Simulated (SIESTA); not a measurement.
Runs of SIESTA 5.4.2 on Rh. Symmetry: Fm-3m, No. 225, cubic system. Conventional cell: a = 3.796 Å, b = 3.796 Å, c = 3.796 Å, α = 90.00°, β = 90.00°, γ = 90.00°. Rh (site symmetry m-3m) has 12 Rh at 2.68 Å as nearest neighbours. 

```csv
task,level,potentials or basis,cell,k mesh,optimiser,force tolerance,gap on the mesh (eV),pressure (GPa)
relaxation of cell and atoms,PBEsol,"PseudoDojo 0.4 standard (PBEsol files), DZP (energy shift 0.003 Ry; two zetas on semicore shells)",relaxed,9 × 9 × 9,CG,0.01 eV/Å,none,0.0
band structure,PBE,"PseudoDojo 0.4 stringent (PBE files), DZP (energy shift 0.003 Ry; two zetas on semicore shells)",as given,12 × 12 × 12,-,-,none,11.8
band structure,PBE,"SPMS 1.0 (PBE files) or PseudoDojo by element, DZP (energy shift 0.003 Ry; two zetas on semicore shells)",as given,12 × 12 × 12,-,-,none,10.3
relaxation of cell and atoms,PBEsol,"PseudoDojo 0.4 standard (PBEsol files), DZP (energy shift 0.003 Ry; two zetas on semicore shells)",relaxed to 10 GPa,9 × 9 × 9,CG,0.01 eV/Å,none,10.0
relaxation of cell and atoms,PBEsol,"PseudoDojo 0.4 standard (PBEsol files), DZP (energy shift 0.003 Ry; two zetas on semicore shells)",relaxed to 20 GPa,9 × 9 × 9,CG,0.01 eV/Å,none,19.9
band structure,PBE,"PseudoDojo 0.4 standard (PBE files), DZP (energy shift 0.003 Ry; two zetas on semicore shells)",as given,12 × 12 × 12,-,-,none,11.8
relaxation of cell and atoms,PBEsol,"PseudoDojo 0.4 standard (PBEsol files), DZP (energy shift 0.003 Ry; two zetas on semicore shells)",relaxed to 5 GPa,9 × 9 × 9,CG,0.01 eV/Å,none,4.9
band structure,PBE,"Ansatz (PBE files), DZP (energy shift 0.003 Ry; two zetas on semicore shells)",as given,12 × 12 × 12,-,-,none,(a)
band structure,PBE,"SG15 1.2 (PBE files) or PseudoDojo by element, DZP (energy shift 0.003 Ry; two zetas on semicore shells)",as given,12 × 12 × 12,-,-,none,10.7
band structure,PBE,"PseudoDojo 0.5 standard (PBE files), DZP (energy shift 0.003 Ry; two zetas on semicore shells)",as given,12 × 12 × 12,-,-,none,11.8
```

Alike in all rows: no spin polarisation; smearing fermi-dirac 0.05 eV; grid cutoff 800 Ry; energy shift 0.003 Ry.

Q: Fill in the values left out.

A: (a) 11.7.

Caveats: the basis of atomic orbitals isn't converged, which shifts pressures, moduli and gaps; short orbitals over semicore shells can move pressures by several GPa (some runs); the valence orbitals were made in a potential fitted to the semicore shell under them, which widens gaps by tenths of an eV or more (some runs).

A k mesh can miss the band edges, and the runs leave out spin-orbit coupling on Rh.

A gap of «none» marks a metal or a gap under the smearing width.
